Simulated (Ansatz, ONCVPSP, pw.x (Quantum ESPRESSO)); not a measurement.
## hafnium (fcc): variants of one ONCV potential in the solid

```json
{
 "Element": "Hf",
 "Generator": "ONCVPSP 4.0.1.1 (patched build)",
 "Type": "optimised norm-conserving Vanderbilt (ONCV)",
 "Functional": "PBE",
 "Relativity": "scalar-relativistic",
 "Frozen core": "[Xe] 4f14",
 "Valence charge": "4",
 "Reference configuration": "5d2 6s2",
 "Partial waves": "6s: rc 3.20 bohr, ncon 4, nbas 7, qcut 2.4 1/bohr, 3 projectors, debl 2.4 Ha; p scattering state at 0.45 Ha: rc 3.30 bohr, ncon 5, nbas 8, qcut 2.3 1/bohr, 3 projectors, debl 3.5 Ha; 5d: rc 1.85 bohr, ncon 4, nbas 7, qcut 5.5 1/bohr, 2 projectors, debl 2.7 Ha",
 "Local potential": "polynomial inside 1.80 bohr (lpopt 5, dvloc0 6 Ha)",
 "Core correction": "none"
}
```

In the p channel the program set the typed energies aside and used 0.050, 3.550, 7.050 Ha.

Crystal test: fcc Hf in pw.x 7.5, no spin, 13³ k-points, Fermi–Dirac smearing 0.01 Ry, cutoffs set for each file from its atomic test. The reference is all-electron LAPW (Ansatz 0.2.0) with the same functional, mesh and smearing; V0 and B0 come from Birch–Murnaghan fits to the pressures at five volumes. Errors are pseudo minus all-electron; Δ is the rms difference of the E(V) curves that follow from these fits, minima aligned, over ±6 % about the mean V0. Mesh and smearing are coarse, so the numbers serve the comparison and aren't converged zero-temperature values; the lattice is a test structure that the element need not adopt.

All-electron: a0 = 4.490 Å (V0 = 22.63 Å³/atom), B0 = 101.6 GPa.

Base: The largest radius (3.30 bohr) exceeds half the bond length (3.00 bohr), so the spheres overlap, which is one possible source of error among others. Atomic configuration tests: 1 of 4 tests not solved or not reliable.

2 further variants are left out: they gave no file fit for a test, a broken result, the same result as the base, or pressures whose basis-set error rivals the error shown.

| change | cutoffs (Ry) | pw.x | a0 (Å) | a0 error (%) | B0 error (%) | Δ (meV/atom) | mean pressure error (GPa) |
| --- | --- | --- | --- | --- | --- | --- | --- |
| base | 35/140 | converged; energies reset by the program | 4.495 | +0.11 | -6.9 | 1.6 | +0.29 |
| local potential polynomial inside 1.80 bohr (lpopt 5, dvloc0 10 Ha) | 35/140 | converged; energies reset by the program | 4.498 | +0.17 | -6.8 | 2.5 | +0.48 |
| d: nbas 9 | 35/140 | converged; energies reset by the program | 4.495 | +0.11 | -6.9 | 1.6 | +0.29 |

Task: Give the row for: all radii scaled by about 1.16 (s 3.72, p 3.84, d 2.14 bohr); local potential polynomial inside 2.10 bohr (lpopt 5, dvloc0 6 Ha).

Result: pw.x: converged; energies reset by the program; mean pressure error (GPa): +0.63; a0 (Å): 4.500; a0 error (%): +0.22; B0 error (%): -6.6; Δ (meV/atom): 3.2.
